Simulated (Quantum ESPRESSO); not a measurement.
Ti:

```xyz
1
Lattice="-1.6410 1.6410 1.6410 1.6410 -1.6410 1.6410 1.6410 1.6410 -1.6410" Properties=species:S:1:pos:R:3 pbc="T T T"
Ti    0.0000    0.0000    0.0000
```

This isn't the form of Ti at room conditions, which is hcp.

| Property | Result |
| --- | --- |
| Program | Quantum ESPRESSO 7.5 |
| Task | phonons |
| Functional | PBE |
| Potentials or basis | JTH 2.0 PBE |
| Cutoff | 490 eV |
| Density cutoff | 2939 eV |
| k mesh | 14 × 14 × 14 |
| Occupations | gaussian, width 0.2 eV |
| Spin | no spin polarisation |
| Mixing beta | 0.5 |
| Most SCF iterations | 120 |
| SCF threshold | 2e-10 Ry |
| Diagonalization | rmm-paro |
| Diago david ndim | 3 |

The cell and the atoms were relaxed first, to 17.36 Å³/atom (a = 2.825 Å, b = 2.825 Å, c = 2.825 Å, α = 109.47°, β = 109.47°, γ = 109.47°), and the response was taken there.

At H the frequencies are 211 211 211 cm⁻¹, at a pressure of 0.0 GPa.

Question: How do the modes respond when the cell is scaled evenly, at fixed shape?

Answer: The highest mode has a Grüneisen parameter of 1.82 and moves by +3.7 cm⁻¹ per GPa. None of the listed modes softens on compression. The pressures give a bulk modulus of about 104 GPa.

Frequencies at 99 % and 101 % of the volume (pressures 1.1 and -1.0 GPa), ions relaxed:
| mode | 99 % (cm⁻¹) | 101 % (cm⁻¹) | Grüneisen parameter |
| --- | --- | --- | --- |
| 1 | 215.0 | 207.4 | 1.82 |
| 2 | 215.0 | 207.4 | 1.82 |
| 3 | 215.0 | 207.4 | 1.82 |

Modes are matched by their order; those that don't vary smoothly over the three volumes are left out.

Caveat: the cutoff is low for these files, which shifts pressure and relaxed volume.
